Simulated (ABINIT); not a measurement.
The system is Mg.

```
Mg
1.0
     0.00000    2.24426    2.24426
     2.24426    0.00000    2.24426
     2.24426    2.24426    0.00000
Mg
1
Direct
  0.00000 0.00000 0.00000
```

This isn't the form of Mg at room conditions, which is hcp.

| Quantity | Value |
| --- | --- |
| Program | ABINIT 10.8.3 (patched build) |
| Task | single point |
| Functional | PBE |
| Potentials or basis | JTH PAW PBE v2.0 |
| Cutoff | 517 eV |
| k mesh | 10 × 10 × 10 |
| Occupations | fermi-dirac, width 0.05 eV |
| Spin | no spin polarisation |

On this cell: pressure 0.4 GPa; band gap on the k mesh none (metal or under the smearing width).

The same run follows on a disturbed copy (cell strained at random at fixed volume):

```
CELL_PARAMETERS angstrom
0.02074 2.21365 2.27413
2.26756 0.04128 2.25359
2.30140 2.22695 0.00745
ATOMIC_POSITIONS crystal
Mg 0.00172 0.00720 0.98951
```

**Question.** What does the disturbed cell give?

**Answer.** The energy (extrapolated to zero smearing) moves by +0.9 meV/atom; pressure 0.5 GPa; band gap on the k mesh none (metal or under the smearing width).

Stress tensor (GPa, compression positive):
```
 0.35 -0.71  0.13
-0.71  0.66 -0.42
 0.13 -0.42  0.38
```
